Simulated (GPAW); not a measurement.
Wanted: an ASE script for a GPAW 26.7.0 run.

- Task: single point
- Functional: PBE
- Potentials or basis: GPAW PAW data sets (gpaw-data 1.2.1)
- Cutoff: 600 eV
- Basis: pw
- k mesh: 12 × 12 × 12
- Occupations: gaussian, width 0.016 eV
- Spin: no spin polarisation
- Maxiter: 150

The structure of Pt lies in POSCAR:

```
Pt
1.0
    0.0000000000      1.9609000000      1.9609000000
    1.9609000000      0.0000000000      1.9609000000
    1.9609000000      1.9609000000      0.0000000000
Pt
1
Direct
    0.0000000000      0.0000000000      0.0000000000
```

The input as run:

run.py

```python
from ase.dft.bandgap import bandgap
from ase.io import read, write
from ase.units import GPa
from gpaw import GPAW, PW

atoms = read('POSCAR')

calc = GPAW(mode=PW(600),
            xc='PBE',
            kpts={'size': (12, 12, 12), 'gamma': True},
            occupations={'name': 'methfessel-paxton', 'order': 0, 'width': 0.016},
            nbands=17,
            convergence={'density': 1e-05, 'energy': 1e-05},
            maxiter=150,
            txt='gpaw.txt')
atoms.calc = calc
energy = atoms.get_potential_energy()
forces = atoms.get_forces()
stress = atoms.get_stress()
calc.write('gs.gpw')
write('result.traj', atoms)
print(f'Energy: {energy:.6f} eV')
print('Forces (eV/A):')
print(forces.round(4))
print('Stress (GPa):', (stress / GPa).round(3))
print('Fermi level:', round(calc.get_fermi_level(), 4), 'eV')
print(f'Gap: {bandgap(calc)[0]:.4f} eV, direct: {bandgap(calc, direct=True)[0]:.4f} eV')
```

Potentials or basis: GPAW PAW data sets (gpaw-data 1.2.1), pw.

Launch:

```sh
$ OMP_NUM_THREADS=1 python run.py
```

It gave:

| Item | Value |
| --- | --- |
| Pressure | 9.7 GPa |
| Band gap on the k mesh | none (metal or under the smearing width) |

Wall time 11 s on 1 thread of Arm Neoverse V1, with other jobs on the host, peak memory 0.14 GiB.
